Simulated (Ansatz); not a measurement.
# 2H-MoTe2 bilayer (2H stacking) in a perpendicular field, part 2 of 3

Wanted: the out-of-plane response of the 2H-MoTe2 bilayer (2H stacking). A positive field points along +c.

Ansatz 0.2.0; plane-wave DFT, PBEsol-D3(BJ), Ansatz PAW.

So far. Step 2 (Relaxing the slab): The lattice constant a goes from 3.550 to 3.440 Å.

## 3. Single point, field 0

A sawtooth potential applies the field, turning back in the middle of the vacuum. With the dipole correction the typed value is the field outside the slab. The induced dipole is small, so the SCF threshold is tight.

The cell differs from the one that the last finished run ended in (c 45.496 → 28.295 Å).

The input, input.yaml:

```yaml
crystal:
  lattice:
    - [3.4397706796, 0.0, 0.0]
    - [-1.7198853398, 2.9789287917, 0.0]
    - [0.0, 0.0, 28.2953176773]
  atoms:
    - { symbol: Te, position: [0.3333333333, 0.6666666667, 0.3180738277] }
    - { symbol: Mo, position: [0.0, 0.0, 0.3821796477] }
    - { symbol: Te, position: [0.3333333333, 0.6666666667, 0.4464189242] }
    - { symbol: Te, position: [0.0, 0.0, 0.5535810758] }
    - { symbol: Mo, position: [0.3333333333, 0.6666666667, 0.6178203523] }
    - { symbol: Te, position: [0.0, 0.0, 0.6819261723] }
kpoints:
  mp_grid: { grid: [18, 18, 1] }
  band_path:
    path: [[0, 0, 0], [0.5, 0, 0], [0.33333333, 0.33333333, 0], [0, 0, 0]]
    npoints: 16
hamiltonian:
  xc: pbesol
  dispersion: d3bj
scf:
  occupations: { method: fermi_dirac, width: 0.05 }
  convergence: { dr2_threshold: 1.0e-10 }
efield:
  axis: 3
  dipole_correction: true
  ramp_position: 0.97
  ramp_width: 0.06
  amplitude: 0
output:
  dos: { projected: true, e_range: [-6, 5] }
  bader: true
  write_potential: true
  write_density: true
  volumetric_format: npy
  elf: true
```

On the command line:

```bash
ansatz run input.yaml --threads 4 --pin off --max-ram 6144MiB --backend cpu --events-out ev --progress --plain --runs-dir out
```

Numbers of over 12 decimals in the logs are rounded to 6 here.

Log:

```text
[...]
Crystal: 6 atoms, lattice volume = 289.937 Å³
Basis set: ecut = 420 eV, 5639 PW (Γ)
Bands: 56, of which v1, the nominal top of the filled ones, is band 46 counted from 1 (45 counted from 0)
Symmetry: 6 space group operations
k-points: 37 of 324 (time reversal used)
[...]
SCF iter   1: F=—  HF=-37405.327630 eV  |F-HF|=—  |Δ(HF+E_count)|=         —  Δρ=4.31e-3  dr2=1.16e-1  ethr=1.77e-3  p=0.000 e·Å  D=1.44e-13 V/Å  ΔV_dip=-0.00 eV  dr2_dipole=1.33e-7  V_vac-E_F(+/−)=4.31/4.31 eV  ⟨swp⟩=12.9  Hψ=9879  notcnv=0  defer=2
efield: sawtooth ramp at fractional position 0.9700 (set: `efield.ramp_position`, or a place that a band, a saddle search or an elastic batch's reference lends), width 0.0600; the density the first Hamiltonian is built on has a dipole p = 0.000 e·Å; the dipole correction subtracts the counter field D = 1.44e-13 V/Å, which shifts the + side's vacuum level by -0.00 eV against the − side's; the planar-averaged density in the ramp window peaks in size at 3.3e-5 e/Å³
[...]
SCF iter   2: F=—  HF=-37405.325444 eV  |F-HF|=—  |Δ(HF+E_count)|=   2.19e-3  Δρ=2.43e-3  dr2=8.77e-2  ethr=1.26e-4  p=0.000 e·Å  D=5.18e-5 V/Å  ΔV_dip=-0.00 eV  dr2_dipole=7.17e-7  V_vac-E_F(+/−)=4.51/4.52 eV  ⟨swp⟩=3.1  Hψ=3380  notcnv=0  defer=72
[...]
SCF iter  14: F=-37405.321253 eV  HF=-37405.321253 eV  |F-HF|=4.37e-11  |Δ(HF+E_count)|=  2.18e-11  Δρ=5.79e-8  dr2=2.00e-11  ethr=1.00e-12  p=0.000 e·Å  D=3.22e-8 V/Å  ΔV_dip=-0.00 eV  dr2_dipole=2.47e-13  V_vac-E_F(+/−)=4.27/4.27 eV  ⟨swp⟩=11.6  Hψ=6757  notcnv=0
SCF 1 converged in 14 iterations: F = -37405.321253 eV  dr2 = 2.00e-11
[...]
NSCF: frozen V_eff on 49 k-points
efield: sawtooth ramp at fractional position 0.9700 (kept from the solve that this one continues, or follows in the run), width 0.0600; the density the first Hamiltonian is built on has a dipole p = 0.000 e·Å; the dipole correction subtracts the counter field D = 3.22e-8 V/Å, which shifts the + side's vacuum level by -0.00 eV against the − side's; the planar-averaged density in the ramp window peaks in size at 4.8e-6 e/Å³
WARN: The output density's exchange-correlation potential varies sharply where the density is thin. Do not read a vacuum level from v_tot or v_xc, or from such a field of the output density. On a cell that repeats whose density bears no net charge and no dipole along the vacuum's axis use v_es (v_loc + v_h of the components); under efield.dipole_correction with no amplitude use v_es + v_field, which holds any externa [...]
SCF converged after 14 iterations
Free energy (F): -37405.321253 eV
[...]
Internal energy: -37405.321171 eV  (E = F + TS)
E sigma→0 (E₀):  -37405.321212 eV
Entropy (-TS):   -0.000082 eV (-0.014 meV/atom)
Fermi energy:    4.548858 eV
Dipole field:    D = -0.000001 V/Å  (p = -0.000001 e·Å, saw-weighted, corrected)
Work function:   Φ+ = 4.2708 eV   Φ− = 4.2708 eV
Levels:          The Fermi level and band energies are counted from a zero that moves with the ramp; work functions are not
[...]
--- Band table (eV; the first three rows and the last of 37) ---
  k-point 0: bands = [... 42 lower, 3.1520, 3.1848, 3.1848, 4.2407, 7.2107, 7.2107, 7.3947, 7.3947, ... 6 higher]
  k-point 1: bands = [... 42 lower, 3.1231, 3.1843, 3.2134, 4.2284, 6.9911, 7.1739, 7.1829, 7.2944, ... 6 higher]
  k-point 2: bands = [... 42 lower, 3.0077, 3.2033, 3.2280, 4.1111, 6.6055, 6.6768, 6.7115, 6.8182, ... 6 higher]
  k-point 36: bands = [... 42 lower, 2.1179, 2.1179, 3.7757, 4.0058, 5.2653, 5.2653, 5.2985, 6.0282, ... 6 higher]
--- Bader charges: 6 sites ---
  site symbol  charge [e]  shift [e]
     0     Te     -0.2715     0.0004
     1     Mo      0.5375     0.0007
     2     Te     -0.2660     0.0003
     3     Te     -0.2660     0.0003
     4     Mo      0.5375     0.0007
     5     Te     -0.2715     0.0004
  estimated error of the sums over rays = 4.5e-4 e
```

The job ended after 39 s (4 threads of Arm Neoverse V2, shared host; peak memory 1.1 GiB).

Reading the cycles: dr2 is the Hartree energy of the density residual (eV), the measure of convergence; HF is the Harris–Foulkes estimate of the energy, which meets the free energy F at convergence.

This step gave:

```
dipole along the normal            : -8.39e-7 e·Å
gap along the path                 : 0.6412 eV
smallest direct gap along the path : 1.259 eV
ionisation energy, upper face      : 4.579 eV
electron affinity, upper face      : 3.938 eV
gap, the smaller of path and mesh  : 0.6412 eV
```

Running mean over a fixed 2.5 Å (it still follows the layers) of the planar mean; the ramp of the sawtooth is left out. The electron's electrostatic potential energy less the Fermi level by z:

z (Å), electron's electrostatic potential energy less the Fermi level (eV) and a bar from the least value:
```
        4       4.27 ##############################
        5       4.27 ##############################
        6       4.20 ##############################
        7       3.04 ###########################
        8       0.44 #####################
        9      -3.16 #############
       10      -7.78 ###
       11      -9.19 
       12      -6.27 #######
       13      -1.89 ################
       14      -1.05 ##################
       15      -1.02 ##################
       16      -4.84 ##########
       17      -8.77 #
       18      -8.68 #
       19      -4.62 ##########
       20      -0.49 ###################
       21       2.08 #########################
       22       4.10 ##############################
       23       4.26 ##############################
       24       4.27 ##############################
       25       4.27 ##############################
```

The density of states has structure finer than the step of the table below, so its rows give means over 0.25 eV, whole bins alone (the curve runs from -6 to 2.33 eV). Peaks (eV: height): -5.450: 9.60, -4.260: 13.1, -3.820: 27.5, -1.840: 10.3, -0.950: 10.7, 1.090: 21.2, 1.280: 12.4.

Density of states against energy, zero at the Fermi level of the run, which the smearing sets inside the gap; means over each step:

energy (eV), density of states (states/eV a cell) and a bar:
```
    -5.75        3.8 ##############
    -5.50        7.1 ##########################
    -5.25        3.8 ##############
    -5.00        2.9 ##########
    -4.75        3.1 ###########
    -4.50        1.6 ######
    -4.25        6.0 ######################
    -4.00        3.7 ##############
    -3.75        7.6 ############################
    -3.50        4.6 #################
    -3.25        4.8 #################
    -3.00        5.3 ###################
    -2.75        4.1 ###############
    -2.50        6.3 #######################
    -2.25        7.4 ###########################
    -2.00        6.8 #########################
    -1.75        7.4 ###########################
    -1.50        5.4 ####################
    -1.25        4.1 ###############
    -1.00        7.0 #########################
    -0.75        4.0 ##############
    -0.50        0.7 ###
    -0.25        0.3 #
     0.00        0.0 
     0.25        0.1 
     0.50        1.7 ######
     0.75        4.2 ###############
     1.00        8.2 ##############################
     1.25        7.3 ###########################
     1.50        7.8 ############################
     1.75        4.8 #################
     2.00        6.0 ######################
```

Projected DOS per atom over height of the atomic layer and energy from the Fermi level. Layers: Te Mo Te Te Mo Te from below.

Values in states/eV, 22 rows by 6 columns, each cell a mean:
```
0.47 0.86 0.65 0.65 0.86 0.47
0.58 1.31 0.61 0.61 1.31 0.58
0.74 2.66 0.57 0.57 2.66 0.74
0.59 2.44 0.42 0.42 2.44 0.59
0.19 1.01 0.24 0.24 1.01 0.19
0.03 0.13 0.04 0.04 0.13 0.03
0.00 0.01 0.01 0.01 0.01 0.00
0.08 0.23 0.19 0.19 0.23 0.08
0.57 1.56 0.68 0.68 1.56 0.57
0.57 1.34 0.39 0.39 1.34 0.57
0.75 1.68 0.72 0.72 1.68 0.75
0.96 1.59 0.89 0.89 1.59 0.96
1.02 1.40 1.05 1.05 1.40 1.02
0.53 1.05 0.54 0.54 1.05 0.53
0.72 1.05 0.70 0.70 1.05 0.72
0.84 0.76 0.59 0.59 0.76 0.84
1.12 0.97 0.80 0.80 0.97 1.12
0.73 0.72 0.93 0.93 0.72 0.73
0.48 0.36 0.31 0.31 0.36 0.48
0.62 0.43 0.44 0.44 0.43 0.62
1.11 0.83 1.20 1.20 0.83 1.11
0.41 0.41 0.82 0.82 0.41 0.41
```
Columns: height of the atomic layer (Å) from 9 to 19.3 (not evenly spaced); rows upwards: energy from the Fermi level (eV) from -5.96 to 2.32.

The electronic bands at the labelled points (eV, zero at the Fermi level of the run, which the smearing sets inside the gap):

```tsv
point	band 43	band 44	band 45	band 46	band 47	band 48	band 49	band 50
Γ	-1.40	-1.36	-1.36	-0.31	2.66	2.66	2.85	2.85
halfway	-1.58	-1.53	-1.45	-1.39	0.85	1.14	1.57	1.69
M	-1.50	-1.48	-0.88	-0.59	1.01	1.06	1.16	1.45
halfway	-2.52	-2.24	-0.93	-0.71	0.92	1.04	1.35	1.60
K	-2.43	-2.43	-0.77	-0.54	0.72	0.72	0.75	1.48
halfway	-1.52	-1.47	-1.22	-1.06	0.44	0.91	1.28	1.38
Γ	-1.40	-1.36	-1.36	-0.31	2.66	2.66	2.85	2.85
```

Electrostatic potential energy in the ca plane at fractional y = 0.667, with atoms of Te and Mo within 0.2 Å of it. With pseudopotentials it is smooth inside the atoms' cores, unlike the true potential.

Values in eV, 5 rows by 16 columns, each cell a mean:
```
  9   9   9   9   9   8   7   5   0  -4   4   6   7  -4  -5   5
  9   9   9   9   9   8   3  -3   1   0  -1   0   7   0  -1  -1
  9   9   9   9   9   8  -4   5  -3   3  -2  -2   5   6   2 -17
  9   9   9   9   9   8  -2  15  -4   2   5   4   4   7   1 -17
  9   9   9   9   9   8  -2  -8   0   2  -7  -6   6   4   1  -9
```
Columns run along c (16.0 Å, from fractional 0.07 to 0.63 of the cell; values clipped at the 3rd and 97th percentile), rows up along a (3.4 Å). Atoms in or near the plane, at fractional coordinates: Te at (0.32, 0.33), Te at (0.45, 0.33), Mo at (0.62, 0.33).

Valence density in the ca plane at fractional y = 0.667, with atoms of Te and Mo within 0.2 Å of it. It is the smooth field of the valence electrons, not physical close to the nuclei.

Ten steps, logarithmic in the rise over the least value, from '0' (0 e/Å³) to '9' (15 e/Å³), each cell a mean:
```
00000000000000000011222233222211100122332211
00000000000000000011111233221111000123332211
00000000000000000112222222222222110112222222
00000000000000001234433222223443211111222344
00000000000000001357863221235786321001122467
00000000000000002379984211237998421001113578
00000000000000002369974211236997421001112578
00000000000000001246643221234664311011122356
00000000000000000123332222222332211112222223
```
Columns run along c (16.0 Å, from fractional 0.07 to 0.63 of the cell), rows up along a (3.4 Å). Atoms in or near the plane, at fractional coordinates: Te at (0.32, 0.33), Te at (0.45, 0.33), Mo at (0.62, 0.33).

ELF in the ca plane at fractional y = 0.667, with atoms of Te and Mo within 0.2 Å of it. It is the smooth field of the valence electrons, not physical close to the nuclei.

Ten even steps from '0' (0.00) to '9' (0.84), each cell a mean:
```
00000000000000001234443222224543211576556533
00000000000000000122332123213332102676556543
00000000000000124566664222235665421466666422
00000000000001478875556422366556752245664345
00000000000014799852135532454214783112343488
00000000000025899730114532442001684101222674
00000000000025899740024532453002684101232686
00000000000013689864346532465435772124553368
00000000000000246776666322356666631356665323
```
Columns run along c (16.0 Å, from fractional 0.07 to 0.63 of the cell), rows up along a (3.4 Å). Atoms in or near the plane, at fractional coordinates: Te at (0.32, 0.33), Te at (0.45, 0.33), Mo at (0.62, 0.33).

The gap is 0.64 eV, with the valence edge 4.58 eV and the conduction edge 3.94 eV under the upper vacuum level. Spin-orbit coupling, left out in this run, matters for the bands of elements this heavy.

## 4. Atoms held, field 0.1 V/Å

input.yaml, as its differences from that of step 3:

```diff
@@ -28,6 +28,4 @@
   ramp_width: 0.06
-  amplitude: 0
+  amplitude: 0.1
 output:
-  dos: { projected: true, e_range: [-6, 5] }
-  bader: true
   write_potential: true
@@ -35,2 +33 @@
   volumetric_format: npy
-  elf: true
```

Log:

```text
[...]
Crystal: 6 atoms, lattice volume = 289.937 Å³
Basis set: ecut = 420 eV, 5639 PW (Γ)
Bands: 56, of which v1, the nominal top of the filled ones, is band 46 counted from 1 (45 counted from 0)
Symmetry: 6 space group operations
k-points: 37 of 324 (time reversal used)
[...]
k-point 0: bands = [... 42 lower, 3.1407, 3.1952, 3.1952, 4.2404, 7.2085, 7.2085, 7.3942, 7.3942, ... 6 higher]
  k-point 1: bands = [... 42 lower, 3.1328, 3.1691, 3.2278, 4.2281, 6.9890, 7.1713, 7.1816, 7.2940, ... 6 higher]
  k-point 2: bands = [... 42 lower, 3.0074, 3.1831, 3.2474, 4.1108, 6.6009, 6.6641, 6.7251, 6.8196, ... 6 higher]
  k-point 36: bands = [... 42 lower, 2.0983, 2.1370, 3.7733, 4.0073, 5.2435, 5.2862, 5.2974, 6.0284, ... 6 higher]
[key lines of the parts left out:]
SCF converged after 18 iterations
Free energy (F): -37405.324816 eV
Fermi energy:    4.548066 eV
Dipole field:    D = 0.044473 V/Å  (p = 0.071258 e·Å, saw-weighted, corrected)
```

Elapsed: 35 s, on 4 threads; peak memory 1 GiB; 2.3 min of CPU time.

The dipole is 0.0713 e·Å, and the gap 0.640 eV.

## 5. Atoms held, field -0.1 V/Å

input.yaml, as its differences from that of step 4:

```diff
@@ -28,3 +28,3 @@
   ramp_width: 0.06
-  amplitude: 0.1
+  amplitude: -0.1
 output:
```

Log:

```text
[...]
Crystal: 6 atoms, lattice volume = 289.937 Å³
Basis set: ecut = 420 eV, 5639 PW (Γ)
Bands: 56, of which v1, the nominal top of the filled ones, is band 46 counted from 1 (45 counted from 0)
Symmetry: 6 space group operations
k-points: 37 of 324 (time reversal used)
[...]
k-point 0: bands = [... 42 lower, 3.1407, 3.1952, 3.1952, 4.2404, 7.2085, 7.2085, 7.3942, 7.3942, ... 6 higher]
  k-point 1: bands = [... 42 lower, 3.1328, 3.1691, 3.2278, 4.2281, 6.9890, 7.1713, 7.1816, 7.2940, ... 6 higher]
  k-point 2: bands = [... 42 lower, 3.0074, 3.1831, 3.2474, 4.1108, 6.6009, 6.6641, 6.7251, 6.8196, ... 6 higher]
  k-point 36: bands = [... 42 lower, 2.0983, 2.1370, 3.7733, 4.0073, 5.2435, 5.2862, 5.2974, 6.0284, ... 6 higher]
[key lines of the parts left out:]
SCF converged after 18 iterations
Free energy (F): -37405.324816 eV
Fermi energy:    4.548066 eV
Dipole field:    D = -0.044474 V/Å  (p = -0.071260 e·Å, saw-weighted, corrected)
```

The job ended after 34 s (4 threads; peak memory 1 GiB).

The dipole is -0.0713 e·Å, and the gap 0.640 eV.

## 6. Atoms held, field 0.2 V/Å

input.yaml, as its differences from that of step 5:

```diff
@@ -28,3 +28,3 @@
   ramp_width: 0.06
-  amplitude: -0.1
+  amplitude: 0.2
 output:
```

Log:

```text
[...]
Crystal: 6 atoms, lattice volume = 289.937 Å³
Basis set: ecut = 420 eV, 5639 PW (Γ)
Bands: 56, of which v1, the nominal top of the filled ones, is band 46 counted from 1 (45 counted from 0)
Symmetry: 6 space group operations
k-points: 37 of 324 (time reversal used)
[...]
k-point 0: bands = [... 42 lower, 3.1202, 3.2129, 3.2129, 4.2396, 7.2021, 7.2021, 7.3925, 7.3925, ... 6 higher]
  k-point 1: bands = [... 42 lower, 3.1445, 3.1502, 3.2502, 4.2272, 6.9826, 7.1634, 7.1776, 7.2928, ... 6 higher]
  k-point 2: bands = [... 42 lower, 3.0066, 3.1534, 3.2746, 4.1099, 6.5867, 6.6445, 6.7476, 6.8238, ... 6 higher]
  k-point 36: bands = [... 42 lower, 2.0783, 2.1556, 3.7663, 4.0113, 5.2208, 5.2941, 5.3062, 6.0290, ... 6 higher]
[key lines of the parts left out:]
SCF converged after 18 iterations
Free energy (F): -37405.335506 eV
Fermi energy:    4.545688 eV
Dipole field:    D = 0.088958 V/Å  (p = 0.142538 e·Å, saw-weighted, corrected)
```

Wall time 35 s (4 threads); peak memory 1 GiB.

The dipole is 0.143 e·Å, and the gap 0.637 eV.

## 7. Atoms held, field -0.2 V/Å

input.yaml, as its differences from that of step 6:

```diff
@@ -28,3 +28,3 @@
   ramp_width: 0.06
-  amplitude: 0.2
+  amplitude: -0.2
 output:
```

Log:

```text
[...]
Crystal: 6 atoms, lattice volume = 289.937 Å³
Basis set: ecut = 420 eV, 5639 PW (Γ)
Bands: 56, of which v1, the nominal top of the filled ones, is band 46 counted from 1 (45 counted from 0)
Symmetry: 6 space group operations
k-points: 37 of 324 (time reversal used)
[...]
k-point 0: bands = [... 42 lower, 3.1202, 3.2129, 3.2129, 4.2396, 7.2021, 7.2021, 7.3925, 7.3925, ... 6 higher]
  k-point 1: bands = [... 42 lower, 3.1445, 3.1502, 3.2502, 4.2272, 6.9826, 7.1634, 7.1776, 7.2928, ... 6 higher]
  k-point 2: bands = [... 42 lower, 3.0066, 3.1534, 3.2746, 4.1099, 6.5867, 6.6445, 6.7476, 6.8238, ... 6 higher]
  k-point 36: bands = [... 42 lower, 2.0783, 2.1556, 3.7663, 4.0113, 5.2208, 5.2941, 5.3062, 6.0290, ... 6 higher]
[key lines of the parts left out:]
SCF converged after 18 iterations
Free energy (F): -37405.335506 eV
Fermi energy:    4.545688 eV
Dipole field:    D = -0.088958 V/Å  (p = -0.142538 e·Å, saw-weighted, corrected)
```

Run time: 35 s. Hardware: 4 threads; peak memory 1 GiB.

The dipole is -0.143 e·Å, and the gap 0.637 eV.

## 8. Single point, field 0.35 V/Å

input.yaml, as its differences from that of step 7:

```diff
@@ -28,4 +28,6 @@
   ramp_width: 0.06
-  amplitude: -0.2
+  amplitude: 0.35
 output:
+  dos: { projected: true, e_range: [-6, 5] }
+  bader: true
   write_potential: true
@@ -33 +35,2 @@
   volumetric_format: npy
+  elf: true
```

Log:

```text
[...]
Crystal: 6 atoms, lattice volume = 289.937 Å³
Basis set: ecut = 420 eV, 5639 PW (Γ)
Bands: 56, of which v1, the nominal top of the filled ones, is band 46 counted from 1 (45 counted from 0)
Symmetry: 6 space group operations
k-points: 37 of 324 (time reversal used)
[...]
k-point 36: bands = [... 42 lower, 2.0474, 2.1824, 3.7484, 4.0213, 5.1850, 5.2852, 5.3343, 6.0306, ... 6 higher]
--- Bader charges: 6 sites ---
  site symbol  charge [e]  shift [e]
     0     Te     -0.2918     0.0004
     1     Mo      0.5373     0.0007
     2     Te     -0.2588     0.0003
     3     Te     -0.2730     0.0003
     4     Mo      0.5373     0.0007
     5     Te     -0.2509     0.0004
  estimated error of the sums over rays = 5.0e-4 e
[key lines of the parts left out:]
SCF converged after 16 iterations
Free energy (F): -37405.364909 eV
Fermi energy:    4.539165 eV
Dipole field:    D = 0.155732 V/Å  (p = 0.249528 e·Å, saw-weighted, corrected)
```

The job ended after 43 s (4 threads; peak memory 1 GiB).

The dipole is 0.250 e·Å, and the gap 0.629 eV.

(Continued in part 3 of 3.)

[Logs are printed without paths, hosts, clocks, repeated set-up lines and the standing remarks that a program may print on its own settings, such as how far it seeks lower states.]

[Hosts, paths, dates, database ids (printed as entryN), source tags and the programs' standing remarks are cut or masked in the printed files.]

[Maps of the electrostatic potential energy from Ansatz leave out the sawtooth potential of an applied field or a dipole correction, so their vacuum need not be flat; planar profiles and work functions include it.]

[The density of states shown here was stored with 400 of the rows of the run's finer table, so its peaks can read low, often by over a quarter, or be missed, and its means over a window can be off by a tenth or more.]
